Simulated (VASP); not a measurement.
Set up this calculation in VASP 6.6.1, as the native input.

```yaml
Task: single point
Functional: r2SCAN
Potentials_or_basis: VASP PAW PBE potentials, release 64 (Ta_pv, N)
Cutoff: 520 eV
k_mesh: 7 × 7 × 4
Occupations: gaussian, width 0.05 eV
Spin: collinear spin, random start
Starting_moments: "[-0.56, -0.1, 0.0, 0.0] μB"
Hubbard_terms: Ta d U = 6 eV
Further_INCAR_settings: ALGO = Normal; EDIFF = 1e-06
```

The structure of TaN lies in POSCAR:

```
TaN
1.0
    3.0480018400      0.0000000000      0.0000000000
   -1.5240009200      2.6396470300      0.0000000000
    0.0000000000      0.0000000000      4.9179997800
Ta N
2 2
Direct
    0.0000000000      0.0000000000      0.0000000000
    0.0000000000      0.0000000000      0.5000000000
    0.3333333333      0.6666666667      0.2500000000
    0.6666666667      0.3333333333      0.7500000000
```

The input as run:

INCAR

```
PREC     = Accurate       # precision mode
ENCUT    = 520            # plane-wave cutoff, eV
EDIFF    = 1E-6           # SCF threshold, eV
ISMEAR   = 0              # smearing method
SIGMA    = 0.05           # smearing width, eV
LREAL    = False          # projectors in reciprocal space
LASPH    = True           # aspherical terms in the spheres
NELM     = 60             # most SCF steps
ALGO     = Normal         # electronic algorithm
ISIF     = 2              # what is computed and relaxed
LWAVE    = False          # write WAVECAR
LCHARG   = False          # write CHGCAR
ISPIN    = 2              # spin polarisation
MAGMOM   = -0.56 -0.1 0 0 # initial moments
LORBIT   = 11             # projections on sites
LMAXMIX  = 4              # l up to which the mixer works
LDAU     = True           # DFT+U
LDAUTYPE = 2            
LDAUL    = 2 -1           # shell
LDAUU    = 6 0            # U, eV
LDAUJ    = 0 0          
LDAUPRINT= 1            
METAGGA  = R2SCAN         # meta-GGA
LMIXTAU  = True
```

KPOINTS

```
Automatic mesh
0
Gamma
  7 7 4
```

Potentials or basis: VASP PAW PBE potentials, release 64 (Ta_pv, N).

The run is started by

```console
$ cat potpaw_PBE.64/Ta_pv/POTCAR potpaw_PBE.64/N/POTCAR > POTCAR
$ mpirun -np 1 vasp_std > vasp.out
```

It gave:

```
Pressure                                              : 80.5 GPa
Band gap on the k mesh                                : none (metal or under the smearing width)
Net moment                                            : -0.03 μB per cell
Valence electrons inside the program's atomic spheres : Ta 9.22; N 3.90
```

Caveat: a pressure of tens of GPa on the cell as given is suspect, and the run, the potentials or the cell itself is likely at fault; the PAW data sets were made with another functional, which shifts forces and pressure a little.

Wall time 7.6 min on 1 thread of AMD EPYC 7R43 64-Core Processor (Zen 3) (shared host), peak memory 0.16 GiB.
